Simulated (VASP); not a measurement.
Write the native input for VASP 6.6.1 that does the following.

| Item | Value |
| --- | --- |
| Task | relaxation of cell and atoms |
| Functional | LDA |
| Potentials or basis | VASP PAW LDA potentials, release 64 (B, N) |
| Cutoff | 600 eV |
| k mesh | 15 × 15 × 1 |
| Occupations | gaussian, width 0.03 eV |
| Spin | no spin polarisation |
| Further INCAR settings | ALGO = Normal; EDIFF = 1e-07; IBRION = 2; EDIFFG = -0.005; NSW = 90; ISIF = 3 |

The structure of BN lies in POSCAR:

```
BN                                      
1.0
    2.4888382045      0.0000000000      0.0000000000
   -1.2444191023      2.1553971063      0.0000000000
    0.0000000000      0.0000000000     18.0000000000
  B               N             
     1     1
Direct
     0.6666666699999979    0.3333333300000021    0.5000000000000000
     0.3333333300000021    0.6666666699999979    0.5000000000000000
```

These files were run (other wordings do the same):

INCAR

```
PREC = Accurate
ENCUT = 600
EDIFF = 1E-7
ISMEAR = 0
SIGMA = 0.03
LREAL = False
LASPH = True
NELM = 80
ALGO = Normal
ISIF = 3
LWAVE = False
LCHARG = False
IBRION = 2
NSW = 90
EDIFFG = -0.005
LATTICE_CONSTRAINTS = .TRUE. .TRUE. .FALSE.
```

KPOINTS

```
Automatic mesh
0
Gamma
  15 15 1
```

Potentials or basis: VASP PAW LDA potentials, release 64 (B, N).

Command:

```sh
$ cat potpaw_LDA.64/B/POTCAR potpaw_LDA.64/N/POTCAR > POTCAR
$ mpirun -np 1 vasp_std > vasp.out
```

Results of the run:

The band gap on the k mesh is 4.60 eV, direct.

Caveat: the relaxation stopped at its first step, so nothing moved.

It took 18 s on 1 thread of Intel(R) Xeon(R) 6975P-C (Granite Rapids), on a shared host, peak memory 0.18 GiB.
